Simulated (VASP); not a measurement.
AlN: relaxation of cell and atoms with PBEsol

The system is AlN.

```
CELL_PARAMETERS angstrom
3.31212 0.00000 0.00000
-1.65606 2.86838 0.00000
0.00000 0.00000 4.18756
ATOMIC_POSITIONS crystal
Al 0.33333 0.66667 0.75000
Al 0.66667 0.33333 0.25000
N 0.33333 0.66667 0.25000
N 0.66667 0.33333 0.75000
```

Measurements of this composition are mostly on another form, of space group No. 186.

| Item | Value |
| --- | --- |
| Program | VASP 6.6.1 |
| Task | relaxation of cell and atoms |
| Functional | PBEsol |
| Potentials or basis | VASP PAW PBE potentials, release 64 (Al, N) |
| Cutoff | 600 eV |
| k mesh | 9 × 9 × 6 |
| Occupations | gaussian, width 0.02 eV |
| Spin | no spin polarisation |
| Dipole correction | no |
| Further INCAR settings | ALGO = Normal; EDIFF = 1e-06; IBRION = 2; EDIFFG = -0.002; NSW = 100; ISIF = 3 |

* Relaxed volume: 9.76 Å³/atom
* Relaxed cell: a = 3.301 Å, b = 3.301 Å, c = 4.139 Å, α = 90.00°, β = 90.00°, γ = 120.00°
* Space group after relaxing (to 0.05 Å): P6_3/mmc (No. 194)
* Energy gained by relaxing: 2.3 meV/atom
* Ionic steps: 8
* Pressure after relaxing: 0.0 GPa
* Band gap on the k mesh: 3.35 eV, direct

The path:
```
step  energy change (eV)  largest force (eV/Å)  pressure (GPa)  volume (Å³)
   1              0.0000                0.0000           -3.71        39.78
   2             -0.0021                0.0000            3.49        38.47
   3             -0.0084                0.0000            0.05        39.08
   4             -0.0084                0.0000            0.13        39.06
   5             -0.0090                0.0000            0.11        39.05
   6             -0.0091                0.0000            0.10        39.04
   7             -0.0091                0.0000           -0.11        39.07
   8             -0.0091                0.0000            0.00        39.05
```

Final structure:
```
Al N
1.0
     3.30088    0.00000    0.00000
    -1.65044    2.85865    0.00000
     0.00000    0.00000    4.13869
Al N
2 2
Direct
  0.33333 0.66667 0.75000
  0.66667 0.33333 0.25000
  0.33333 0.66667 0.25000
  0.66667 0.33333 0.75000
```

Levels at points of the mesh, in eV from the valence-band top:
```csv
k point,band 6,band 7,band 8,band 9,band 10,band 11
"(0.00, 0.00, 0.00)",-1.60,-1.60,0.00,3.35,4.49,8.22
"(0.00, 0.00, 0.50)",-2.51,-2.51,-2.51,5.71,5.71,8.38
```

It took 2.4 min on 1 thread of AMD EPYC 7R43 64-Core Processor (Zen 3), with other jobs on the host, peak memory 0.15 GiB.

Caveat: the PAW data sets were made with another functional, which shifts forces and pressure a little. Expect the measured gap to be larger: semilocal functionals such as PBEsol lack the derivative discontinuity.
